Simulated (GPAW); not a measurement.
Crystal: SiO2.

```
Si O
1.0
     4.97559    0.00000    0.00000
     0.00000    4.97559    0.00000
     0.00000    0.00000    6.90089
Si O
4 8
Direct
  0.80325 0.80325 0.50000
  0.69675 0.30325 0.25000
  0.30325 0.69675 0.75000
  0.19675 0.19675 0.00000
  0.76176 0.11039 0.43204
  0.88961 0.23824 0.06796
  0.11039 0.76176 0.56796
  0.26176 0.38961 0.81796
  0.23824 0.88961 0.93204
  0.73824 0.61039 0.31796
  0.38961 0.26176 0.18204
  0.61039 0.73824 0.68204
```

The cell comes from a database or a generator and needn't be the stable form of this composition.

Base run:

* Program: GPAW 26.7.0
* Functional: PBE
* Potentials or basis: GPAW PAW data sets (gpaw-data 1.2.1)
* Cutoff: 800 eV
* Basis: pw
* k mesh: 6 × 6 × 4
* Occupations: fermi-dirac, width 0.05 eV
* Spin: no spin polarisation

Its results: band gap on the k mesh 5.76 eV, direct; pressure 7.9 GPa; largest force 0.519 eV/Å.

Question: The run is repeated on the same cell with these changes: functional from PBE to r2SCAN; k mesh from 6 × 6 × 4 to 4 × 4 × 3. What comes out?

Answer: Band gap on the k mesh 6.42 eV, direct; pressure 3.0 GPa; largest force 0.230 eV/Å.

Several settings changed at once, so the effect can't be laid on one alone.

Caveats: the PAW data sets were made with another functional, which shifts forces and pressure a little (some runs).
